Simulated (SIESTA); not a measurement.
Crystal: Cu.

```
Cu
1.0
     0.00000    1.80750    1.80750
     1.80750    0.00000    1.80750
     1.80750    1.80750    0.00000
Cu
1
Direct
  0.00000 0.00000 0.00000
```

Base run:

* Program: SIESTA 5.4.2
* Functional: PBE
* Potentials or basis: PseudoDojo 0.4 standard (PBE files)
* Basis: DZP (energy shift 0.003 Ry; two zetas on semicore shells)
* Grid cutoff: 800 Ry
* Energy shift: 0.003 Ry
* k mesh: 13 × 13 × 13
* Occupations: fermi-dirac, width 0.05 eV
* Spin: no spin polarisation

Its results: band gap on the k mesh none (metal or under the smearing width); pressure 1.1 GPa.

The run is repeated on the same cell with these changes: functional from PBE to LDA; potentials or basis from PseudoDojo 0.4 standard (PBE files) to PseudoDojo 0.4 standard (LDA files). What comes out?

Band gap on the k mesh none (metal or under the smearing width); pressure -13.4 GPa.

Caveats: short orbitals over semicore shells can move pressures by several GPa; the basis of atomic orbitals isn't converged, which shifts pressures, moduli and gaps.
